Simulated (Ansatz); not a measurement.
SnSe (Pnma)

Computed with Ansatz 0.2.0, DFT PBE, scalar-relativistic, plane waves, PAW.

Cutoff 420 eV; k points 4×6×6 on the computed 8-atom cell (Γ-centred); Gaussian smearing, width 0.02 eV; no spin polarisation.

The structure is relaxed at this level of theory with its symmetry kept.

Space group Pnma (No. 62). a = 11.797 Å, b = 4.205 Å, c = 4.568 Å, α = 90.00°, β = 90.00°, γ = 90.00°
```csv
atom,site,symmetry,x,y,z
Sn,4c,.m.,0.1214,0.2500,0.1166
Se,4c,.m.,0.3548,0.2500,0.0239
```

- Space group: Pnma (No. 62)
- Volume per atom: 191.1 bohr³
- Formation energy from the elements' standard states (uncorrected): -0.439 eV/atom
- Kohn–Sham band gap: 0.62 eV, indirect from (0.000, 0.000, 0.346) to (0.000, 0.346, 0.000)
- Löwdin character of the top 1 eV of the valence band: Se 4p 61 %, Sn 5s 19 %, Sn 5p 18 %
- Löwdin character of the lowest 1 eV of the conduction band: Sn 5p 65 %, Se 4p 17 %, Se 4s 7 %, Sn 5s 7 %
- Electron masses at the edge by Cartesian direction of the standard setting (m_e; degenerate bands sorted by energy; no spin-orbit coupling): x: 0.53; y: 0.14; z: 0.16
- Hole masses at the edge by Cartesian direction of the standard setting (m_e; degenerate bands sorted by energy; no spin-orbit coupling): x: 0.67; y: 0.40; z: 0.17
- Bulk modulus: 21.8 GPa
- Its pressure derivative: 8.3
- Bader charges (e): Sn (4 in the cell) 0.82, Se (4 in the cell) -0.82